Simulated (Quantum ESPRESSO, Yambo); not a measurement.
# SiC (F-43m): Bethe-Salpeter spectra with Yambo, part 4 of 5

Wanted: excitons and ε₂ of SiC (F-43m), with cost.

Quantum ESPRESSO 7.5 and Yambo 5.3.0; PBE and many-body steps on it, plane waves. Known limits of the many-body steps: not at the basis limit; coarse k mesh; bindings not settled in the k mesh.

So far. Step 16 (Triplet (no exchange term)): The lowest triplet lies at 5.279 eV; without spin-orbit coupling triplets are dark, so no spectrum is read. Step 17 (Empty states on the mesh, 10×10×10 mesh, 12 bands): On this mesh the gap is 1.361 eV.

### Step 19. k mesh (10×10×10)

This step: Bethe-Salpeter equation on PBE with a scissors shift, plane waves, norm-conserving pseudopotentials.

File bse12.in:

```
optics
bss
bse
em1s
dipoles
rim_cut
RandQpts= 1000000
RandGvec= 1 RL
Chimod= "HARTREE"
BSKmod= "SEX"
BSEmod= "resonant"
BSSmod= "d"
BSENGexx= 20 Ry
BSENGBlk= 4 Ry
% BSEQptR
 1 | 1 |
%
% BSEBands
 2 | 5 |
%
% BEnRange
 0 | 8 | eV
%
% BDmRange
 0.1 | 0.1 | eV
%
BEnSteps= 161
% BLongDir
 1 | 0 | 0 |
%
% BndsRnXs
 1 | 12 |
%
NGsBlkXs= 4 Ry
% LongDrXs
 1 | 1 | 1 |
%
% KfnQP_E
 0.986 | 1.0 | 1.0 |
%
WRbsWF
FFTGvecs= 33 Ry
```

Run with:

```
$ OMP_NUM_THREADS=1 mpirun -n 8 yambo -F bse12.in -J bse12 -C bse12 > bse12.log
```

The program printed:

```text
 Yambo, version 5.3.0

 [02] CORE Variables Setup
 =========================

  [... cell, symmetries and grids as in the set-up ...]

  [02.05] Energies & Occupations
  ==============================

  [X] === General ===
  [X] Electronic Temperature                        :  0.000000  0.000000 [eV K]
  [X] Bosonic    Temperature                        :  0.000000  0.000000 [eV K]
  [X] Finite Temperature mode                       : no
  [X] El. density                                   :  0.38662E+24 [cm-3]
[...]
==========================================================

   [BSE] Exchange components :  229
   [BSE] Correlation components :   27  229

    [08.01.05.01] Screened interaction header I/O
    =============================================

    [08.01.05.02] Main kernel loop
    ==============================

    [08.01.05.03] Wave-Function Phases
    ==================================

    [BSE] WF phases found       :  82.35816 [o/o]

   [08.01.06] BSE solver(s) @q1
   ============================

   [SLK-Digonalization]  Pools        :  2
   [SLK-Digonalization]  BLACS grid   :  2  2

   [08.01.07] Diago Solver @q1
   ===========================

 [11] Game Over & Game summary
```

Elapsed: 2.7 min, on 8 MPI ranks of Arm Neoverse V1, shared host; peak memory 4.9 GiB.

This step gave:

```yaml
transitions_in_the_window: 3000
direct_gap_of_the_transition_levels: 5.539 eV
lowest_state: 5.332 eV
first_strong_exciton_over_a_fiftieth_of_the_strongest_listed: 5.334 eV
binding_of_the_lowest_state_below_the_direct_gap: 0.2069 eV
coulomb_term_of_one_mesh_cell: 0.2229 eV
```

The binding is 0.93 times the screened Coulomb term of one mesh cell (0.22 eV), so it is not shown settled.

The lowest state lies at 5.332 eV, 0.207 eV under the direct gap.

### Step 20. Triplet (no exchange term)

bse13.in, as its differences from bse12.in of step 19:

```diff
@@ -12,3 +12,3 @@
 BSSmod= "d"
-BSENGexx= 20 Ry
+BSENGexx= 1 RL
 BSENGBlk= 4 Ry
```

Run with:

```
$ OMP_NUM_THREADS=1 mpirun -n 8 yambo -F bse13.in -J bse13,bse12_W -C bse13 > bse13.log
```

The program printed:

```text
 Yambo, version 5.3.0

 [02] CORE Variables Setup
 =========================

  [... cell, symmetries and grids as in the set-up ...]

  [02.05] Energies & Occupations
  ==============================

  [X] === General ===
  [X] Electronic Temperature                        :  0.000000  0.000000 [eV K]
  [X] Bosonic    Temperature                        :  0.000000  0.000000 [eV K]
  [X] Finite Temperature mode                       : no
  [X] El. density                                   :  0.38662E+24 [cm-3]
[...]
=========================================

  [WARNING] [r,Vnl^pseudo] included in position and velocity dipoles.

  [WARNING] In case H contains other non local terms, these are neglected

 [07] Static Dielectric Matrix
 =============================

    [08.01.05.02] Main kernel loop
    ==============================

    [08.01.05.03] Wave-Function Phases
    ==================================

    [BSE] WF phases found       :  82.35816 [o/o]

   [08.01.06] BSE solver(s) @q1
   ============================

   [SLK-Digonalization]  Pools        :  2
   [SLK-Digonalization]  BLACS grid   :  2  2

   [08.01.07] Diago Solver @q1
   ===========================

 [11] Game Over & Game summary
```

It took 76 s on 8 MPI ranks; peak memory 4.7 GiB.

The lowest triplet lies at 5.326 eV; without spin-orbit coupling triplets are dark, so no spectrum is read.

### Step 21. Empty states on the mesh, 12×12×12 mesh, 12 bands

This step: Quantum ESPRESSO 7.5; DFT, PBE, plane waves, norm-conserving pseudopotentials.

File pw.in:

```
&control
  calculation = 'nscf'
  prefix = 'x'
  outdir = 'o'
  pseudo_dir = 'pseudo'
/
&system
  ibrav = 0
  nat = 2
  ntyp = 2
  ecutwfc = 74.0
  nbnd = 12
  force_symmorphic = .true.
/
&electrons
  conv_thr = 1e-9
  electron_maxstep = 80
  diago_full_acc = .true.
  diago_thr_init = 5e-6
/
ATOMIC_SPECIES
  Si 28.085 Si.upf
  C 12.011 C.upf
CELL_PARAMETERS angstrom
  -0.0000000000 2.1790000000 2.1790000000
  2.1790000000 -0.0000000000 2.1790000000
  2.1790000000 2.1790000000 -0.0000000000
ATOMIC_POSITIONS crystal
  Si 0.0000000000 0.0000000000 0.0000000000
  C 0.2500000000 0.2500000000 0.2500000000
K_POINTS automatic
  12 12 12 0 0 0
```

Run with:

```
$ OMP_NUM_THREADS=1 mpirun -n 8 pw.x -nk 4 -in pw.in > pw.out
```

The program printed:

```text
[banner, memory and clock lines left out]
Program PWSCF v.7.5 starts

     Atomic positions and unit cell read from directory:
     o/x.save/

     Message from routine setup:
     using ibrav=0 with symmetry is DISCOURAGED, use correct ibrav instead

     bravais-lattice index     =            0
     lattice parameter (alat)  =       5.8233  a.u.
     unit-cell volume          =     139.6363 (a.u.)^3
     number of atoms/cell      =            2
     number of atomic types    =            2
     number of electrons       =         8.00
[...]
-5.9135   9.4961   9.4961   9.4961  15.7194  16.8074  16.8074  16.8074
    24.0247  24.0247  25.9553  26.7794

          k = 0.0589 0.0589-0.0589 (  1462 PWs)   bands (ev):

    -5.7778   8.7681   9.4010   9.4010  15.9622  16.9576  16.9826  16.9826
    23.2822  23.2822  25.8982  26.9845

          k = 0.1179 0.1179-0.1179 (  1489 PWs)   bands (ev):

    -5.3746   7.1224   9.1655   9.1655  15.8365  17.3236  17.3236  17.8449
    22.4957  22.4957  25.1676  28.4713

          k = 0.1768 0.1768-0.1768 (  1489 PWs)   bands (ev):

     [... further k-points ...]

     highest occupied, lowest unoccupied level (ev):     9.4961   10.8574

     XML data file, pseudopotentials, collected wavefunctions
```

Run time: 2.1 s. Hardware: 8 MPI ranks; peak memory 0.33 GiB; 14 s of CPU time.

This step gave:

| Quantity | Value |
| --- | --- |
| gap | 1.361 eV |
| k of the valence top | 0, 0, 0 |
| k of the conduction bottom | 0, -0.5, -0.5 |
| least direct gap | 4.553 eV |
| k points computed | 72 |
| lowest point of the top converged band, above the valence top | 17.28 eV |

On this mesh the gap is 1.361 eV.

### Step 22. Conversion and set-up

This step: Yambo 5.3.0; conversion and set-up on PBE, plane waves, norm-conserving pseudopotentials.

Run with:

```
$ (cd o/x.save; p2y > p2y.log; mv SAVE ../..); yambo > setup.log
```

The program printed:

```text
 Yambo, version 5.3.0

 [02] CORE Variables Setup
 =========================

  [02.01] Unit cells
  ==================

  Cell kind             :  FCC
  Atoms in the cell     :  Si  C
  number of Si atoms    :  1
  number of C  atoms    :  1

  List of atomic masses
  Mass of Si    :  28.08500
  Mass of C     :  12.01100

  List of atomic coordinates    : [cc]
  Si1       :  0.000000  0.000000  0.000000  order 1
  C1       :  2.058857  2.058857  2.058857  order 2

  Alat factors          :  4.117713  4.117713  4.117713 [a.u.]
  Direct lattice volume :  139.6363 [a.u.]
[...]
Q [ 2]         [rlu]: -0.72797E-18 -0.72797E-18  0.83333E-01
 Q [ 3]         [rlu]:  0.16734E-16  0.16734E-16  0.16667
[...]
Q [ 8]         [rlu]:  0.98813E-17  0.83333E-01  0.83333E-01
 Q [ 9]         [rlu]:  0.40550E-17  0.83333E-01  0.16667
 Q [10]         [rlu]:  0.28560E-17  0.83333E-01  0.25000
     [... 38 further rows ...]
 Q [49]         [rlu]:  0.083333  0.250000  0.333333
 Q [50]         [rlu]:  0.083333  0.250000  0.416667

 Remaining 22 points informations can be written running with -fatlog

  [03.01] X indexes
  =================

   [03.01.01] Sigma indexes
   ========================

 [06] Game Over & Game summary
```

Run time: 3.5 s. Hardware: 1 MPI rank; peak memory 0.25 GiB.

### Step 23. k mesh (12×12×12)

This step: Bethe-Salpeter equation on PBE with a scissors shift, plane waves, norm-conserving pseudopotentials.

bse15.in, as its differences from bse13.in of step 20:

```diff
@@ -12,3 +12,3 @@
 BSSmod= "d"
-BSENGexx= 1 RL
+BSENGexx= 20 Ry
 BSENGBlk= 4 Ry
```

Run with:

```
$ OMP_NUM_THREADS=1 mpirun -n 8 yambo -F bse15.in -J bse15 -C bse15 > bse15.log
```

The program printed:

```text
 Yambo, version 5.3.0

 [02] CORE Variables Setup
 =========================

  [... cell, symmetries and grids as in the set-up ...]

  [02.05] Energies & Occupations
  ==============================

  [X] === General ===
  [X] Electronic Temperature                        :  0.000000  0.000000 [eV K]
  [X] Bosonic    Temperature                        :  0.000000  0.000000 [eV K]
  [X] Finite Temperature mode                       : no
  [X] El. density                                   :  0.38662E+24 [cm-3]
[...]
==========================================================

   [BSE] Exchange components :  229
   [BSE] Correlation components :   27  229

    [08.01.05.01] Screened interaction header I/O
    =============================================

    [08.01.05.02] Main kernel loop
    ==============================

    [08.01.05.03] Wave-Function Phases
    ==================================

    [BSE] WF phases found       :  85.64815 [o/o]

   [08.01.06] BSE solver(s) @q1
   ============================

   [SLK-Digonalization]  Pools        :  2
   [SLK-Digonalization]  BLACS grid   :  2  2

   [08.01.07] Diago Solver @q1
   ===========================

 [11] Game Over & Game summary
```

The job ended after 5.6 min (8 MPI ranks; peak memory 11 GiB; 43 min of CPU time).

This step gave:

```yaml
transitions_in_the_window: 5184
direct_gap_of_the_transition_levels: 5.539 eV
lowest_state: 5.363 eV
first_strong_exciton_over_a_fiftieth_of_the_strongest_listed: 5.364 eV
binding_of_the_lowest_state_below_the_direct_gap: 0.1764 eV
coulomb_term_of_one_mesh_cell: 0.1865 eV
```

The binding is 0.95 times the screened Coulomb term of one mesh cell (0.19 eV), so it is not shown settled.

The lowest state lies at 5.363 eV, 0.176 eV under the direct gap.

The ε₂ has structure finer than the step of the table below, so its rows give means over 0.2 eV, whole bins alone (the curve runs from 0 to 8 eV). Peaks (eV: height): BSE 6.65: 18.6, 7.20: 28.3; no electron-hole interaction 7.00: 13.0, 7.80: 24.5.

Field along x; broadening 0.1 eV; transition window only. Limits: finite bands, cutoff and mesh; exciton not shown settled in the k mesh. ε₂ against photon energy; means over each step:

```
photon energy (eV)     BSE  no electron-hole interaction
               0.2  0.0291                        0.0233
               0.4  0.0310                        0.0246
               0.6  0.0331                        0.0261
               0.8  0.0354                        0.0277
               1.0  0.0379                        0.0295
               1.2  0.0408                        0.0314
               1.4  0.0440                        0.0335
               1.6  0.0475                        0.0359
               1.8  0.0516                        0.0385
               2.0  0.0562                        0.0415
               2.2  0.0615                        0.0448
               2.4  0.0676                        0.0485
               2.6  0.0747                        0.0528
               2.8  0.0830                        0.0577
               3.0  0.0929                        0.0633
               3.2   0.105                        0.0698
               3.4   0.119                        0.0774
               3.6   0.137                        0.0865
               3.8   0.160                        0.0974
               4.0   0.189                         0.111
               4.2   0.229                         0.128
               4.4   0.285                         0.149
               4.6   0.371                         0.178
               4.8   0.517                         0.219
               5.0   0.832                         0.282
               5.2    2.00                         0.404
               5.4    5.01                         0.796
               5.6    6.88                          1.70
               5.8    6.81                          2.85
               6.0    10.8                          3.06
               6.2    11.7                          4.40
               6.4    13.0                          5.58
               6.6    18.2                          6.18
               6.8    17.2                          9.24
               7.0    17.2                          12.1
               7.2    25.3                          9.55
               7.4    15.4                          14.5
               7.6    10.5                          22.0
               7.8    7.50                          23.5
```

### Step 24. Triplet (no exchange term)

bse16.in, as its differences from bse15.in of step 23:

```diff
@@ -12,3 +12,3 @@
 BSSmod= "d"
-BSENGexx= 20 Ry
+BSENGexx= 1 RL
 BSENGBlk= 4 Ry
```

Run with:

```
$ OMP_NUM_THREADS=1 mpirun -n 8 yambo -F bse16.in -J bse16,bse15_W -C bse16 > bse16.log
```

The program printed:

```text
 Yambo, version 5.3.0

 [02] CORE Variables Setup
 =========================

  [... cell, symmetries and grids as in the set-up ...]

  [02.05] Energies & Occupations
  ==============================

  [X] === General ===
  [X] Electronic Temperature                        :  0.000000  0.000000 [eV K]
  [X] Bosonic    Temperature                        :  0.000000  0.000000 [eV K]
  [X] Finite Temperature mode                       : no
  [X] El. density                                   :  0.38662E+24 [cm-3]
[...]
=========================================

  [WARNING] [r,Vnl^pseudo] included in position and velocity dipoles.

  [WARNING] In case H contains other non local terms, these are neglected

 [07] Static Dielectric Matrix
 =============================

    [08.01.05.02] Main kernel loop
    ==============================

    [08.01.05.03] Wave-Function Phases
    ==================================

    [BSE] WF phases found       :  85.64815 [o/o]

   [08.01.06] BSE solver(s) @q1
   ============================

   [SLK-Digonalization]  Pools        :  2
   [SLK-Digonalization]  BLACS grid   :  2  2

   [08.01.07] Diago Solver @q1
   ===========================

 [11] Game Over & Game summary
```

The job ended after 5.5 min (8 MPI ranks; peak memory 9.9 GiB; 41 min of CPU time).

The lowest triplet lies at 5.357 eV; without spin-orbit coupling triplets are dark, so no spectrum is read.

### Step 25. Spectrum in a wider window

File bse17.in:

```
optics
bss
bse
em1s
dipoles
rim_cut
RandQpts= 1000000
RandGvec= 1 RL
Chimod= "HARTREE"
BSKmod= "SEX"
BSEmod= "resonant"
BSSmod= "h"
BSENGexx= 20 Ry
BSENGBlk= 4 Ry
% BSEQptR
 1 | 1 |
%
% BSEBands
 2 | 8 |
%
% BEnRange
 0 | 11 | eV
%
% BDmRange
 0.1 | 0.1 | eV
%
BEnSteps= 111
% BLongDir
 1 | 0 | 0 |
%
% BndsRnXs
 1 | 12 |
%
NGsBlkXs= 4 Ry
% LongDrXs
 1 | 1 | 1 |
%
% KfnQP_E
 0.986 | 1.0 | 1.0 |
%
BSHayTrs= -0.02
FFTGvecs= 33 Ry
```

Run with:

```
$ OMP_NUM_THREADS=1 mpirun -n 8 yambo -F bse17.in -J bse17,bse15_W -C bse17 > bse17.log
```

The program printed:

```text
 Yambo, version 5.3.0

 [02] CORE Variables Setup
 =========================

  [... cell, symmetries and grids as in the set-up ...]

  [02.05] Energies & Occupations
  ==============================

  [X] === General ===
  [X] Electronic Temperature                        :  0.000000  0.000000 [eV K]
  [X] Bosonic    Temperature                        :  0.000000  0.000000 [eV K]
  [X] Finite Temperature mode                       : no
  [X] El. density                                   :  0.38662E+24 [cm-3]
[...]
============================

   [08.01.07] Haydock Solver in the optics basis @q1 using the hermitian scheme
   ============================================================================

   Accuracy (requested)      : -0.020000 [o/o]

   [WARNING] [EPS_extend] Possible inaccuracy in the EPS prolungation

   [WARNING] [EPS_extend] Possible inaccuracy in the EPS prolungation

   [WARNING] [EPS_extend] Possible inaccuracy in the EPS prolungation

[...]
[WARNING] [EPS_extend] Possible inaccuracy in the EPS prolungation

   [WARNING] [EPS_extend] Possible inaccuracy in the EPS prolungation
   Iterations                :  123

 [11] Game Over & Game summary
```

It took 3.9 min on 8 MPI ranks; peak memory 6.2 GiB.

Numbers from this step:

```
transitions in the window           : 20736
direct gap of the transition levels : 5.539 eV
```

[end of part 4 of 5]

[Paths, hosts, dates, memory and timing lines, banners, echoed tables and standing remarks are left out of the program output.]

[Logs are printed without paths, hosts, clocks, repeated set-up lines and the standing remarks that a program may print on its own settings, such as how far it seeks lower states.]

[Runs of the session that timed out or met a known fault of the program may be left out.]

[Hosts, paths, dates, database ids (printed as entryN), source tags and the programs' standing remarks are cut or masked in the printed files.]
